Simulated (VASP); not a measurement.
Runs of VASP 6.6.1 on BaF2 (Frankdicksonite). Symmetry: Fm-3m, No. 225, cubic system. The conventional cell has a = 6.175 Å, b = 6.175 Å, c = 6.175 Å, α = 90.00°, β = 90.00°, γ = 90.00°. Around Ba (site symmetry m-3m) lie 8 F at 2.67 Å. Around F (site symmetry -43m) lie 4 Ba at 2.67 Å. 

| task | level | potentials or basis | cell | gap on the mesh (eV) | pressure (GPa) |
| --- | --- | --- | --- | --- | --- |
| relaxation of the atoms | PBEsol | VASP PAW PBE potentials, release 64 (Ba_sv, F) | atoms relaxed from: a relaxed cell with its volume scaled by 0.96 | (a) | 2.8 |
| relaxation of the atoms | PBEsol | VASP PAW PBE potentials, release 64 (Ba_sv, F) | atoms relaxed from: a relaxed cell with its volume scaled by 0.98 | 6.76 | 1.3 |
| relaxation of the atoms | LDA | VASP PAW LDA potentials, release 64 (Ba_sv, F) | atoms relaxed from: a relaxed cell with its volume scaled by 1.04 | 6.45 | -2.6 |
| relaxation of the atoms | LDA | VASP PAW LDA potentials, release 64 (Ba_sv, F) | atoms relaxed from: a relaxed cell with its volume scaled by 1.02 | 6.53 | -1.4 |
| relaxation of cell and atoms | PBEsol | VASP PAW PBE potentials, release 64 (Ba_sv, F) | relaxed | (b) | 0.0 |

Alike in all rows: no spin polarisation; k mesh 8 × 8 × 8; cutoff (eV) 600; smearing gaussian 0.03 eV.

Problem. Fill in the values left out.

Solution. (a) 6.84; (b) 6.67.

Caveats: spin-orbit coupling is left out, which moves the levels of the heavy elements; the relaxation stopped at its first step, so nothing moved (some runs); the PAW data sets were made with another functional, which shifts forces and pressure a little (some runs).

A k mesh can miss the band edges, and the runs leave out spin-orbit coupling on Ba.

Runs at the PBE level aren't shown here.
